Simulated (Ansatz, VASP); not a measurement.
**Two plane-wave programs on LiF**

The input INCAR:

```
SYSTEM = LiF
PREC     = Accurate       ! precision mode
ENCUT    = 520            ! plane-wave cutoff, eV
EDIFF    = 1E-7           ! SCF threshold, eV
ISMEAR   = 0              ! smearing method
SIGMA    = 0.05           ! smearing width, eV
LREAL    = .FALSE.        ! projectors in reciprocal space
LASPH    = .TRUE.         ! aspherical terms in the spheres
NELM     = 80             ! most SCF steps
ALGO     = Normal         ! electronic algorithm
ISIF     = 2              ! what is computed and relaxed
LWAVE    = .FALSE.        ! write WAVECAR
LCHARG   = .FALSE.        ! write CHGCAR
GGA      = PS             ! functional
NBANDS   = 12             ! bands
```

File KPOINTS:

```
Automatic mesh
0
G
  10 10 10
  0 0 0
```

File POSCAR:

```
LiF
1.0
    0.0000000000      2.0140000000      2.0140000000
    2.0140000000      0.0000000000      2.0140000000
    2.0140000000      2.0140000000      0.0000000000
Li F
1 1
Direct
   -0.0263321790      0.0000000000      0.0000000000
    0.5000000000      0.5000000000      0.5000000000
```

Input for Ansatz:

```yaml
crystal:
  lattice:
    - [0.0, 2.014, 2.014]
    - [2.014, 0.0, 2.014]
    - [2.014, 2.014, 0.0]
  atoms:
    - { symbol: Li, position: [-0.026332179, 0.0, 0.0] }
    - { symbol: F, position: [0.5, 0.5, 0.5] }
basis:
  ecutwfc: 420
kpoints:
  mp_grid: { grid: [10, 10, 10] }
hamiltonian:
  xc: pbesol
scf:
  occupations: { method: gaussian, width: 0.05 }
output:
  forces: true
  stress: true
  eigenvalues: true
```

Change from the starting cell: all Li atoms moved +0.075 Å, as atom 1 towards its neighbour atom 1 (Li) at 2.848 Å.

Alike in both runs: task single point; functional PBEsol; k mesh 10 × 10 × 10; occupations gaussian, width 0.05 eV; no spin polarisation.

|  | VASP | Ansatz |
| --- | --- | --- |
| version | VASP 6.6.1 | Ansatz 0.2.0 |
| potentials or method | VASP PAW PBE potentials, release 64 (Li_sv, F) | scalar-relativistic, plane waves, PAW |
| plane-wave cutoff (eV) | 520 | 420 |
| valence electrons in the cell | 10 | 10 |

```csv
,VASP,Ansatz,Ansatz less VASP
gap on the k mesh at the Fermi level (eV),8.91,8.91,+0.001
least direct gap on the mesh (eV),8.91,8.91,+0.001
rms of the force components (eV/Å),0.073,0.068,-0.0056
```

Atom by atom the forces differ by 0.006 eV/Å (rms over components). With one functional, cell and mesh, what is left measures potentials, basis and numerics.

Caveats: the PAW data sets were made with another functional, which shifts forces and pressure a little (VASP). A k mesh can miss the band edges.
